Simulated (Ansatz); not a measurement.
## C: elastic constants from stress and strain

```xyz
2
Lattice="0.0000 1.7834 1.7834 1.7834 0.0000 1.7834 1.7834 1.7834 0.0000" Properties=species:S:1:pos:R:3 pbc="T T T"
C     1.7834    1.7834    1.7834
C     2.6751    2.6751    2.6751
```

Atoms are numbered in the order listed.

The cell is COD entry 9008564, as deposited and not checked against the literature; nothing was relaxed.

The calculation used Ansatz 0.2.0, DFT, PBE, all-electron LAPW, scalar-relativistic.

Sampling and basis: a Γ-centred 20×20×20 k mesh, Fermi–Dirac smearing of 0.08 eV, basis error target 0.5 meV/atom, no spin polarisation.

The unstrained cell is at 1.73 GPa. Large strains and very small stresses are left out. Each strain is applied once, with fractional coordinates held (clamped ions), and σ below is the change of stress, positive in tension. One finite strain gives stress–strain coefficients at this pressure with an error of the order of the strain times third-order constants, a few per cent for each per cent of strain.

Problem. With equal xy, yz and zx engineering shear strains of -1 %, the run gives σxy = -5.74 GPa and γxy = 2εxy = -0.0100. Which stiffness follows?

Solution. C44 (clamped ions) = σxy/γxy = 574 GPa.

Problem. Estimate the stiffness probed by this change, and the stress that it gives: equal xy, yz and zx engineering shear strains of +1 %.

Solution. σxy = 5.60 GPa and γxy = 2εxy = 0.0100, so C44 (clamped ions) = σxy/γxy = 560 GPa.
